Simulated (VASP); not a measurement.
Set up this calculation in VASP 6.6.1, as the native input.

* Task: relaxation of cell and atoms
* Functional: BLYP
* Potentials or basis: VASP PAW PBE potentials, release 64 (W_sv, C)
* Cutoff: 600 eV
* k mesh: 10 × 10 × 9
* Occupations: fermi-dirac, width 0.05 eV
* Spin: no spin polarisation
* Further INCAR settings: ALGO = Fast; EDIFF = 1e-06; IBRION = 2; EDIFFG = -0.01; NSW = 60; ISIF = 3

The structure of WC (Qusongite) lies in POSCAR:

```
WC
1.0
    2.9065000000      0.0000000000      0.0000000000
   -1.4532500000      2.5171028361      0.0000000000
    0.0000000000      0.0000000000      2.8366000000
W C
1 1
Direct
    0.0000000000      0.0000000000      0.0000000000
    0.6666666667      0.3333333333      0.5000000000
```

These files were run (other wordings do the same):

INCAR

```
SYSTEM = WC
  PREC = Accurate
  ENCUT = 600
  EDIFF = 1E-6
  ISMEAR = -1
  SIGMA = 0.05
  LREAL = .FALSE.
  LASPH = .TRUE.
  NELM = 80
  ALGO = Fast
  ISIF = 3
  LWAVE = .FALSE.
  LCHARG = .FALSE.
  GGA = B5
  ALDAX = 1.0
  AGGAX = 1.0
  AGGAC = 1.0
  ALDAC = 0.0
  IBRION = 2
  NSW = 60
  EDIFFG = -0.01
```

KPOINTS

```
regular mesh
0
G
  10 10 9
  0 0 0
```

Potentials or basis: VASP PAW PBE potentials, release 64 (W_sv, C).

Run with:

```sh
$ cat potpaw_PBE.64/W_sv/POTCAR potpaw_PBE.64/C/POTCAR > POTCAR
$ mpirun -np 1 vasp_std > vasp.out
```

Results of the run:

```yaml
Relaxed_volume: 10.96 Å³/atom
Relaxed_cell: a = 2.965 Å, b = 2.965 Å, c = 2.878 Å, α = 90.00°, β = 90.00°, γ = 120.00°
Space_group_after_relaxing_to_0.05_Å: P-6m2 (No. 187)
Energy_gained_by_relaxing: 36.4 meV/atom
Ionic_steps: 9
Pressure_after_relaxing: 0.0 GPa
Band_gap_on_the_k_mesh: none (metal or under the smearing width)
```

Caveat: the PAW data sets were made with another functional, which shifts forces and pressure a little.

Wall time 99 s on 1 thread of Intel(R) Xeon(R) Platinum 8488C (Sapphire Rapids), with other jobs on the host, peak memory 0.16 GiB.
